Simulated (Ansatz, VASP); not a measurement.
# Cross-check of Ni3GeC between VASP and Ansatz

One calculation is typed for both programs; each brings its own data sets. How far apart do they land? The cell is taken from a series of runs on this material, whose earlier steps may have relaxed, scaled, displaced or heated it; both programs get it as it stands.

Method: plane waves, with VASP 6.6.1 beside it; single point at PBEsol, in Ansatz 0.2.0.

## (1) The starting structure

The structure is tetragonal, space group P4/mbm (No. 127). Conventional cell: a = 5.320 Å, b = 5.320 Å, c = 3.762 Å, α = 90.00°, β = 90.00°, γ = 90.00°. Ni has 2 C at 1.88 Å and 4 Ge at 2.66 Å and 8 Ni at 2.68 Å nearest. Nearest to Ni lie 2 C at 1.91 Å and 2 Ge at 2.44 Å. Nearest to Ge lie 8 Ni at 2.44 to 2.66 Å. C has 6 Ni at 1.88 to 1.91 Å nearest. Farther neighbours are not listed.

## (2) VASP: single point, PBEsol, pair 1

With cell and atoms fixed, the geometry can't cause a difference; cores, projectors, grids and the points listed under the comparison can.

Lines of VASP's logs that name or quote its potential files are left out, and so is its time.

INCAR

```
SYSTEM = Ni3GeC
PREC = Accurate
ENCUT = 600
EDIFF = 1E-06
NELM = 120
ISMEAR = 1
SIGMA = 0.2
LREAL = .FALSE.
ALGO = Normal
GGA = PS
NBANDS = 59
LASPH = .TRUE.
LORBIT = 11
LWAVE = .FALSE.
LCHARG = .FALSE.
ISIF = 2
GGA_COMPAT = .FALSE.
KPAR = 2
```

POSCAR

```
Ni3GeC
1.0
   -3.7616448710      0.0000000000      0.0000000000
    0.0000000000     -3.7616448710     -3.7616448710
    0.0000000000     -3.7616448710      3.7616448710
Ni Ge C
6 2 2
Direct
    0.0000000000      0.0000000000      0.5000000000
    0.0000000000      0.5000000000      0.0000000000
    0.5000000000      0.2074654159      0.2074654159
    0.5000000000      0.7925345841      0.7925345841
    0.5000000000      0.2925345841      0.7074654159
    0.5000000000      0.7074654159      0.2925345841
    0.0000000000      0.5000000000      0.5000000000
    0.0000000000      0.0000000000      0.0000000000
    0.5000000000      0.0000000000      0.5000000000
    0.5000000000      0.5000000000      0.0000000000
```

KPOINTS

```
Automatic mesh
0
Gamma
10 8 8
0 0 0
```

PAW data sets: Ni, Ge_d and C (PBE family, release 64).

The run is started by

```console
> mpirun -np 2 vasp_std
```

Numbers of over 12 decimals in the logs are rounded to 6 here.

Output:

```text
[banner, memory and clock lines left out]
running    2 mpi-ranks, on    1 nodes
 distrk:  each k-point on    1 cores,    2 groups
 distr:  one band on    1 cores,    1 groups

 POSCAR found type information on POSCAR NiGeC
 POSCAR found :  3 types and      10 ions
|                                                                             |
|               ----> ADVICE to this user running VASP <----                  |
|                                                                             |
|     You enforced a specific xc type in the INCAR file but a different       |
|     [... a line on the potential file left out ...]
|     I HOPE YOU KNOW WHAT YOU ARE DOING!                                     |
|                                                                             |

 LDA part: xc-table for (Slater+PW92), standard interpolation
 POSCAR, INCAR and KPOINTS ok, starting setup
 FFT: planning ... GRIDC
 FFT: planning ... GRID_SOFT
 FFT: planning ... GRID
 WAVECAR not read
 entering main loop
       N       E                     dE             d eps       ncg     rms          rms(c)
DAV:   1     0.103422462185E+04    0.10342E+04   -0.44128E+04 12135   0.389E+03
DAV:   2     0.138419346599E+03   -0.89581E+03   -0.84572E+03 10620   0.864E+02
DAV:   3    -0.573299941013E+02   -0.19575E+03   -0.18471E+03 10639   0.275E+02
DAV:   4    -0.772812503131E+02   -0.19951E+02   -0.19233E+02 12526   0.908E+01
DAV:   5    -0.780097794026E+02   -0.72853E+00   -0.72272E+00 11759   0.183E+01    0.365E+01
DAV:   6    -0.773722836291E+02    0.63750E+00   -0.13676E+02 14158   0.119E+02    0.311E+01
DAV:   7    -0.658217198868E+02    0.11551E+02   -0.42555E+01 11916   0.846E+01    0.860E+00
DAV:   8    -0.678751796035E+02   -0.20535E+01   -0.10157E+01 13712   0.520E+01    0.178E+01
DAV:   9    -0.661335916242E+02    0.17416E+01   -0.29502E+00 13447   0.380E+01    0.343E+00
DAV:  10    -0.660520895756E+02    0.81502E-01   -0.49829E-01 13023   0.727E+00    0.876E-01
DAV:  11    -0.660529964555E+02   -0.90688E-03   -0.96459E-02 13640   0.213E+00    0.393E-01
DAV:  12    -0.660530346887E+02   -0.38233E-04   -0.10275E-02 11448   0.759E-01    0.156E-01
DAV:  13    -0.660531376250E+02   -0.10294E-03   -0.15352E-03 11215   0.352E-01    0.104E-01
DAV:  14    -0.660530864378E+02    0.51187E-04   -0.11666E-04 14961   0.937E-02    0.496E-02
DAV:  15    -0.660530754274E+02    0.11010E-04   -0.71435E-05 14809   0.491E-02    0.170E-02
DAV:  16    -0.660530729663E+02    0.24611E-05   -0.10883E-05 12369   0.328E-02    0.828E-03
DAV:  17    -0.660530733073E+02   -0.34096E-06   -0.20219E-06  7049   0.109E-02
   1 F= -.66053073E+02 E0= -.66059388E+02  d E =0.189433E-01
```

OUTCAR, selected parts (step 2):

```text
ion  position               nearest neighbor table
   1  0.000  0.000  0.500-   9 1.88   9 1.88   7 2.66   8 2.66   7 2.66   8 2.66   5 2.68   6 2.68
                             3 2.68   3 2.68   4 2.68   5 2.68   6 2.68   4 2.68
   2  0.000  0.500  0.000-  10 1.88  10 1.88   7 2.66   7 2.66   8 2.66   8 2.66   5 2.68   6 2.68
                             3 2.68   3 2.68   4 2.68   5 2.68   6 2.68   4 2.68
   3  0.500  0.207  0.207-   9 1.91  10 1.91   8 2.44   8 2.44   1 2.68   1 2.68   2 2.68   2 2.68
                             6 2.70   6 2.70   5 2.70   5 2.70   7 2.90   7 2.90
   4  0.500  0.793  0.793-   9 1.91  10 1.91   8 2.44   8 2.44   1 2.68   1 2.68   2 2.68   2 2.68
                             5 2.70   6 2.70   5 2.70   6 2.70   7 2.90   7 2.90
   5  0.500  0.293  0.707-   9 1.91  10 1.91   7 2.44   7 2.44   1 2.68   1 2.68   2 2.68   2 2.68
                             4 2.70   4 2.70   3 2.70   3 2.70   8 2.90   8 2.90
   6  0.500  0.707  0.293-   9 1.91  10 1.91   7 2.44   7 2.44   1 2.68   1 2.68   2 2.68   2 2.68
                             3 2.70   4 2.70   3 2.70   4 2.70   8 2.90   8 2.90
   7  0.000  0.500  0.500-   5 2.44   6 2.44   5 2.44   6 2.44   2 2.66   1 2.66   1 2.66   2 2.66
                             3 2.90   4 2.90   3 2.90   4 2.90
   8  0.000  0.000  0.000-   3 2.44   4 2.44   3 2.44   4 2.44   1 2.66   2 2.66   1 2.66   2 2.66
                             5 2.90   6 2.90   5 2.90   6 2.90
   9  0.500  0.000  0.500-   1 1.88   1 1.88   4 1.91   5 1.91   6 1.91   3 1.91
  10  0.500  0.500  0.000-   2 1.88   2 1.88   4 1.91   5 1.91   6 1.91   3 1.91

  LATTYP: Found a simple tetragonal cell.
 ALAT       =     5.3197691934
 C/A-ratio  =     0.7071067812

 Subroutine GETGRP returns: Found 16 space group operations
 (whereof  8 operations were pure point group operations)

The static configuration has the point symmetry D_2h.
 The point group associated with its full space group is D_4h.

 Found     90 irreducible k-points:

   k-points           NKPTS =     90   k-points in BZ     NKDIM =     90   number of bands    NBANDS=     59

   dimension x,y,z NGX =    30 NGY =   42 NGZ =   42
   dimension x,y,z NGXF=    60 NGYF=   84 NGZF=   84

   ENCUT  =  600.0 eV  44.10 Ry    6.64 a.u.   7.51 10.62 10.62*2*pi/ulx,y,z

   NELECT =      96.0000    total number of electrons

 k-points in reciprocal lattice and weights: Automatic mesh
   0.00000000  0.00000000  0.00000000       0.002
   0.10000000  0.00000000  0.00000000       0.003
   0.20000000  0.00000000  0.00000000       0.003
   0.30000000  0.00000000  0.00000000       0.003
   0.40000000  0.00000000  0.00000000       0.003
   0.50000000  0.00000000  0.00000000       0.002
   0.00000000  0.12500000  0.00000000       0.006
   0.10000000  0.12500000  0.00000000       0.013
   0.20000000  0.12500000  0.00000000       0.013
[...]
0.40000000  0.50000000  0.50000000       0.003
   0.50000000  0.50000000  0.50000000       0.002

 average (electrostatic) potential at core
       1 -81.7906       2 -81.7906       3 -81.8956       4 -81.8956       5 -81.8956
       6 -81.8956       7 -69.6559       8 -69.6559       9 -46.0660      10 -46.0660

 E-fermi :   9.7377

 k-point     1 :       0.0000    0.0000    0.0000
  band No.  band energies     occupation
    ...
     44       8.6071      2.00000
     45       8.6071      2.00000
     46       8.7446      2.00000
     47       9.2283      2.00187
     48       9.2283      2.00187
     49      10.2379     -0.00231
     50      10.5401     -0.00000
     51      11.3488     -0.00000
     52      11.3488     -0.00000
     53      11.6209     -0.00000
    ...

 k-point     2 :       0.1000    0.0000    0.0000
  band No.  band energies     occupation
    ...
     44       8.6390      2.00000
     45       8.6390      2.00000
     46       8.7083      2.00000
     47       9.2557      2.00343
     48       9.2557      2.00343
     49      10.2754     -0.00096
     50      10.4700     -0.00000
     51      11.3523     -0.00000
     52      11.3523     -0.00000
     53      11.5661     -0.00000
    ...

 k-point     3 :       0.2000    0.0000    0.0000
  band No.  band energies     occupation
    ...
     44       8.5953      2.00000
     45       8.6999      2.00000
     46       8.6999      2.00000
     47       9.3403      2.01668
     48       9.3403      2.01668
     49      10.3998     -0.00003
     50      10.4010     -0.00003
     51      10.9347     -0.00000
     52      11.2724     -0.00000
     53      11.2724     -0.00000
    ...

  Total        0.5257214     -1.5107789     -1.5107789      0.0000000      0.0000000      0.0000000
  in kB        7.9123020    -22.7377838    -22.7377838      0.0000000      0.0000000      0.0000000
  external PRESSURE =     -12.5210885 kB  Pullay stress =       0.0000000 kB

  energy-cutoff  :      600.00
  volume of cell :      106.45
      direct lattice vectors                 reciprocal lattice vectors
    -3.761644871  0.000000000  0.000000000    -0.265841150  0.000000000  0.000000000
     0.000000000 -3.761644871 -3.761644871     0.000000000 -0.132920575 -0.132920575
     0.000000000 -3.761644871  3.761644871     0.000000000 -0.132920575  0.132920575

 POSITION                                       TOTAL-FORCE (eV/Angst)
 -----------------------------------------------------------------------------------
      0.00000     -1.88082      1.88082         0.000000      0.000000     -0.000000
      0.00000     -1.88082     -1.88082         0.000000      0.000000      0.000000
     -1.88082     -1.56082      0.00000         0.000000      0.254382      0.000000
     -1.88082     -5.96247      0.00000         0.000000     -0.254382      0.000000
     -1.88082     -3.76164      1.56082         0.000000      0.000000     -0.254382
     -1.88082     -3.76164     -1.56082         0.000000      0.000000      0.254382
      0.00000     -3.76164      0.00000         0.000000      0.000000      0.000000
      0.00000      0.00000      0.00000         0.000000      0.000000      0.000000
     -1.88082     -1.88082      1.88082         0.000000      0.000000      0.000000
     -1.88082     -1.88082     -1.88082         0.000000      0.000000      0.000000
 -----------------------------------------------------------------------------------
    total drift:                               -0.000000     -0.000000      0.000000

  FREE ENERGIE OF THE ION-ELECTRON SYSTEM (eV)
  ---------------------------------------------------
  free  energy   TOTEN  =       -66.0530733073 eV

  energy  without entropy=      -66.0720166282  energy(sigma->0) =      -66.05938775

 total charge
# of ion       s       p       d       tot
------------------------------------------
    1        0.458   0.616   8.497   9.571
    2        0.458   0.616   8.497   9.571
    3        0.451   0.609   8.492   9.552
    4        0.451   0.609   8.492   9.552
    5        0.451   0.609   8.492   9.552
    6        0.451   0.609   8.492   9.552
    7        1.135   1.110  10.075  12.320
    8        1.135   1.110  10.075  12.320
    9        0.870   1.530   0.000   2.400
   10        0.870   1.530   0.000   2.400
--------------------------------------------------
tot          6.730   8.947  71.113  86.791

[... 3 further parts left out ...]
```

The run ends at a pressure of -1.25 GPa, with forces up to 0.25 eV/Å.

## (3) Ansatz: single point, PBEsol, pair 1

Ansatz runs on its PAW soft_1 files.

The same cell, functional, mesh and smearing now go to Ansatz, which takes its cutoff from its data sets.

input.yaml

```yaml
crystal:
  lattice:
    - [-3.761644871, 0.0, 0.0]
    - [0.0, -3.761644871, -3.761644871]
    - [0.0, -3.761644871, 3.761644871]
  atoms:
    - { symbol: Ni, position: [1.0, 1.0, 0.5] }
    - { symbol: Ni, position: [1.0, 0.5, 0.0] }
    - { symbol: Ni, position: [0.5, 0.2074654159, 0.2074654159] }
    - { symbol: Ni, position: [0.5, 0.7925345841, 0.7925345841] }
    - { symbol: Ni, position: [0.5, 0.2925345841, 0.7074654159] }
    - { symbol: Ni, position: [0.5, 0.7074654159, 0.2925345841] }
    - { symbol: Ge, position: [0.0, 0.5, 0.5] }
    - { symbol: Ge, position: [0.0, 0.0, 0.0] }
    - { symbol: C, position: [0.5, 1.0, 0.5] }
    - { symbol: C, position: [0.5, 0.5, 0.0] }
kpoints:
  mp_grid: { grid: [10, 8, 8] }
hamiltonian:
  xc: pbesol
  pseudopotentials: { kind: paw, azcp: { folder: soft_1 }, xc_functional: pbe }
scf:
  occupations: { method: methfessel_paxton, width: 0.2 }
output:
  forces: true
  stress: true
  eigenvalues: true
```

The run is started by

```console
> ansatz run input.yaml --threads 4 --pin off --max-ram 10240MiB --backend cpu --events-out ev --progress --plain --runs-dir out
```

Output:

```text
Engine: ansatz 0.2.0, aarch64-unknown-linux-gnu
Pseudopotentials: kind: paw
Pseudopotential: Ni, paw, valence charge 18, recommended cutoff 420 eV (normal), soft_1/Ni.paw.azcp
Pseudopotential: Ge, paw, valence charge 14, recommended cutoff 420 eV (normal), soft_1/Ge.paw.azcp
Pseudopotential: C, paw, valence charge 4, recommended cutoff 420 eV (normal), soft_1/C.paw.azcp
Functional definition: PBEsol
  exchange = pbesol_x
  correlation = pbesol_c
Crystal: 10 atoms, lattice volume = 106.454 Å³
Basis set: ecut = 420 eV, 2077 PW (Γ), exchange–correlation on 54×72×72 points (8 copies of the dense FFT grid, shifted against one another)
Bands: 87, of which v1, the nominal top of the filled ones, is band 72 counted from 1 (71 counted from 0)
Symmetry: 16 space group operations
Space group: P4/mbm (ITA 127), of the structure as read, at distance tolerance 4.7e-5 Å
k-points: 90 of 640
Non-local potential: Ni, projectors of the file, l = 0: 3, l = 1: 2, l = 2: 3, l = 3: 1
Non-local potential: Ge, projectors of the file, l = 0: 2, l = 1: 2, l = 2: 3, l = 3: 1
Non-local potential: C, projectors of the file, l = 0: 2, l = 1: 2, l = 2: 1
PAW form: soft (Blöchl's): semilocal exchange-correlation on the pseudo side does not see the compensation charge
PAW frozen core: Ni, regenerated for the run's functional, and the local potential with it (the file was generated under x = pbe(κ = 0.804, μ = 0.219515), c = pbe(β = 0.066725))
PAW frozen core: Ge, regenerated for the run's functional, and the local potential with it (the file was generated under x = pbe(κ = 0.804, μ = 0.219515), c = pbe(β = 0.066725))
PAW frozen core: C, regenerated for the run's functional, and the local potential with it (the file was generated under x = pbe(κ = 0.804, μ = 0.219515), c = pbe(β = 0.066725))
PAW one-centre angular grid: Ni, 590 points (default); XC on 64 Gauss nodes
PAW one-centre angular grid: Ge, 590 points (default); XC on 64 Gauss nodes
PAW one-centre angular grid: C, 110 points (default); XC on 64 Gauss nodes
Initial density: superposition of atomic densities (chi_scale 0.1, normalization cell, long waves kept (reshape's long-wave potential 0.00 eV rms))
Initial wavefunctions: pseudopotential atomic-orbital guess
Functional: x = pbesol(κ = 0.804, μ = 0.123457), c = pbesol(β = 0.046)
SCF iter   1: F=—  HF=-43833.530595 eV  |F-HF|=—  |Δ(HF+E_count)|=         —  Δρ=1.06e-1  dr2=1.39e1  ethr=3.10e-3  ⟨swp⟩=5.1  Hψ=23911  notcnv=0  defer=42
preconditioner: auto → Kerker (q_TF=auto, 2.869 Å⁻¹)  [metal: Δε(μ)=0.020 eV  Ē_g=12.344 eV  σ=0.200 eV  W_gap=0.09  n_scr=38 (ndim 8)  ℏωp=35.3 eV  f_vac=0.000  D(μ)=2.79/eV (n_scr^D=18)]
SCF iter   2: F=—  HF=-43831.418278 eV  |F-HF|=—  |Δ(HF+E_count)|=    2.11e0  S|Δr|=    0.00e0  Δρ=4.41e-2  dr2=3.94e0  ethr=3.10e-3  ⟨swp⟩=2.8  Hψ=12624  notcnv=0  defer=599
SCF iter   3: F=—  HF=-43830.503164 eV  |F-HF|=—  |Δ(HF+E_count)|=   9.15e-1  S|Δr|=    0.00e0  Δρ=1.99e-2  dr2=9.25e-1  ethr=2.74e-3  ⟨swp⟩=2.0  Hψ=8812  notcnv=0  defer=614
SCF iter   4: F=—  HF=-43830.296334 eV  |F-HF|=—  |Δ(HF+E_count)|=   2.07e-1  S|Δr|=    0.00e0  Δρ=5.82e-3  dr2=3.59e-2  ethr=6.42e-4  ⟨swp⟩=2.0  Hψ=10522  notcnv=0  defer=614
SCF iter   5: F=—  HF=-43830.290431 eV  |F-HF|=—  |Δ(HF+E_count)|=   5.90e-3  S|Δr|=    0.00e0  Δρ=2.72e-3  dr2=6.73e-3  ethr=2.49e-5  ⟨swp⟩=2.0  Hψ=10753  notcnv=0  defer=614
SCF iter   6: F=—  HF=-43830.285194 eV  |F-HF|=—  |Δ(HF+E_count)|=   5.24e-3  S|Δr|=    0.00e0  Δρ=8.66e-4  dr2=3.72e-4  ethr=4.67e-6  ⟨swp⟩=2.0  Hψ=11738  notcnv=0  defer=614
SCF iter   7: F=—  HF=-43830.285307 eV  |F-HF|=—  |Δ(HF+E_count)|=   1.13e-4  S|Δr|=    0.00e0  Δρ=3.56e-4  dr2=9.39e-5  ethr=2.58e-7  ⟨swp⟩=2.0  Hψ=13736  notcnv=0  defer=614
SCF iter   8: F=—  HF=-43830.285421 eV  |F-HF|=—  |Δ(HF+E_count)|=   1.13e-4  S|Δr|=    0.00e0  Δρ=7.22e-5  dr2=5.51e-6  ethr=6.52e-8  ⟨swp⟩=2.3  Hψ=11756  notcnv=0  defer=614
SCF iter   9: F=—  HF=-43830.285420 eV  |F-HF|=—  |Δ(HF+E_count)|=   3.02e-7  S|Δr|=    0.00e0  Δρ=2.87e-5  dr2=9.76e-7  ethr=3.83e-9  ⟨swp⟩=2.1  Hψ=10886  notcnv=0  defer=614
SCF iter  10: F=—  HF=-43830.285420 eV  |F-HF|=—  |Δ(HF+E_count)|=   1.17e-7  S|Δr|=    0.00e0  Δρ=1.38e-5  dr2=1.27e-7  ethr=6.78e-10  ⟨swp⟩=2.2  Hψ=9615  notcnv=0  defer=614
SCF iter  11: F=-43830.285420 eV  HF=-43830.285420 eV  |F-HF|=4.25e-8  |Δ(HF+E_count)|=   2.62e-8  S|Δr|=    0.00e0  Δρ=6.52e-6  dr2=4.32e-8  ethr=6.94e-11  ⟨swp⟩=10.4  Hψ=35979  notcnv=0
SCF 1 converged in 11 iterations: F = -43830.285420 eV  dr2 = 4.32e-8
  greatest PAW one-centre occupation: 1.001 electrons in one spin orbital (limit 2), on the Ni atom at site 5 (counted from 0), in its partial waves of l = 1
SCF converged after 11 iterations
Stability not checked: this state was not tested for a lower state beside it, because cold or Methfessel-Paxton smearing, or corrected tetrahedra, fill the levels in a way that the test cannot read (fill_not_monotonic; see scf.lower_state_search)
Free energy (F): -43830.285420 eV
Harris-Foulkes:  -43830.285420 eV  (|F-HF|=4.25e-8)
Internal energy: -43830.304733 eV  (E = F + TS)
E sigma→0 (E₀):  -43830.290248 eV
Entropy (-TS):   0.019313 eV (1.931 meV/atom)
Fermi energy:    16.883942 eV
--- Per-component energies (eV) ---
  E_band       = -1911.695457
  E_kinetic    = 2410.340620
  E_local      = -21518.826367  (includes V_loc(G=0)·N_el)
  E_nonlocal   = -202.537914
  E_hartree    = 11356.386755
  E_xc         = -912.678288
  E_vxc        = -1123.667399  (∫ρ·V_xc dr)
  E_paw        = -13874.824261  (= ΣΔE_a)
  E_vpaw       = -4189.767955  (= ΣTr[D̂ρ^β])
  E_aug_tail   = 0.005316  (compensation charges beyond the density's cutoff)
  E_ewald      = -21091.232406
  E_core_change = 3.061812  (= ΣΔE_core)
  E_smearing   = 0.019313  (= −TS)
  E_closure    = -0.000000  (closes the sum)
  Σ components = -43830.285420   (vs F -43830.285420, Δ=0.00e0)
--- Forces (eV/Å), atoms counted from 1 ---
  atom   1  Ni    -0.00000000     0.00000000     0.00000000
  atom   2  Ni    -0.00000000     0.00000000     0.00000000
  atom   3  Ni    -0.00000000     0.26142064     0.00000000
  atom   4  Ni     0.00000000    -0.26142064     0.00000000
  atom   5  Ni     0.00000000     0.00000000    -0.26142064
  atom   6  Ni    -0.00000000     0.00000000     0.26142064
  atom   7  Ge    -0.00000000     0.00000000     0.00000000
  atom   8  Ge    -0.00000000     0.00000000    -0.00000000
  atom   9  C      0.00000000     0.00000000    -0.00000000
  atom  10  C     -0.00000000     0.00000000     0.00000000
  max |Σ_I F_I| component: 1.11e-16 eV/Å
--- Stress (GPa, compression-positive) ---
        0.582937       0.000000       0.000000
        0.000000      -2.422487       0.000000
        0.000000       0.000000      -2.422487
  P = ⅓ Tr σ = -1.4207 GPa (-14.207 kbar)
--- Band table (eV; the first three rows and the last of 90) ---
  k-point 0: bands = [... 68 lower, 15.7653, 15.8885, 16.3740, 16.3740, 17.3984, 17.6874, 18.4712, 18.4712, ... 11 higher]
  k-point 1: bands = [... 68 lower, 15.8204, 15.8647, 16.3128, 16.3896, 17.3869, 17.6097, 18.5440, 18.5816, ... 11 higher]
  k-point 2: bands = [... 68 lower, 15.8888, 15.9963, 16.1938, 16.5115, 17.3576, 17.3862, 18.7366, 18.8097, ... 11 higher]
  k-point 89: bands = [... 68 lower, 16.1059, 16.1059, 16.2122, 16.2122, 17.8729, 17.8729, 20.3069, 20.3069, ... 11 higher]
```

Reading the cycles: dr2 is the Hartree energy of the density residual (eV), the measure of convergence; HF is the Harris–Foulkes estimate of the energy, which meets the free energy F at convergence.

The run ends at a pressure of -1.42 GPa, with forces up to 0.26 eV/Å.

(Continued in part 2 of 2.)

[Lines on the potential files, build, host, timing and source positions are cut from VASP's logs without a mark.]

[Logs are printed without paths, hosts, clocks, repeated set-up lines and the standing remarks that a program may print on its own settings, such as how far it seeks lower states.]

[Hosts, paths, dates, database ids (printed as entryN), source tags and the programs' standing remarks are cut or masked in the printed files.]
